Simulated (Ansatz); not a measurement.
# Ga in Ansatz: the effect of functional

Ga:

```
CELL_PARAMETERS angstrom
-1.39357 1.39357 2.32653
1.39357 -1.39357 2.32653
1.39357 1.39357 -2.32653
ATOMIC_POSITIONS crystal
Ga 0.00000 0.00000 0.00000
```

This isn't the form of Ga at room conditions, which is orthorhombic.

The cell isn't the ideal one: volume scaled by 1.02.

Alike in all runs:

```yaml
Program: Ansatz 0.2.0
Task: single point
Potentials_or_basis: Ansatz PAW
k_mesh: 13 × 13 × 13
Occupations: fermi-dirac, width 0.05 eV
Spin: no spin polarisation
```

```csv
functional,cutoff,pressure (GPa)
PBE,420 eV (not typed: the program's choice for these potentials),?
PBEsol,420 eV (not typed: the program's choice for these potentials),-1.5
r2SCAN,500 eV (not typed: the program's choice for these potentials),-1.0
```

Question: What does the run with functional PBE give?

Answer: Pressure 2.2 GPa.

Caveats: the PAW data sets come from PBE, with cores solved anew for the run's functional, which leaves a small shift of forces and pressure (some runs).
